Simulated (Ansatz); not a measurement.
Runs of Ansatz 0.2.0 on TiSi2. Symmetry: Immm, No. 71, orthorhombic system. Conventional cell: a = 2.946 Å, b = 3.424 Å, c = 8.424 Å, α = 90.00°, β = 90.00°, γ = 90.00°. Ti (site symmetry mmm) is surrounded by 10 Si at 2.67 to 2.78 Å and 2 Ti at 2.95 Å. Si (site symmetry mm2) is surrounded by 7 Si at 2.63 to 2.95 Å and 5 Ti at 2.67 to 2.78 Å. The cell comes from a database or a generator and needn't be the stable form of this composition.

```tsv
screening (1/Å)	gap on the mesh (eV)	pressure (GPa)	largest force (eV/Å)
0.3	none	-2.5	0.18
0.15	none	(a)	0.17
0.2	none	-3.0	0.17
0.1	none	-3.4	0.18
```

Alike in all rows: task single point; level HSE06 form with a typed share of exact exchange; potentials or basis Ansatz PAW; no spin polarisation; cell as given; k mesh 6 × 6 × 6; cutoff (eV) 420; smearing fermi-dirac 0.05 eV; the mesh is coarse, so values aren't converged.

Problem. Fill in the values left out.

Solution. (a) -3.2.

Caveats: all runs use coarse meshes; the PAW data sets come from PBE, with cores solved anew for the run's functional, which leaves a small shift of forces and pressure; the thresholds are loose for stress.

A gap of «none» marks a metal or a gap under the smearing width.
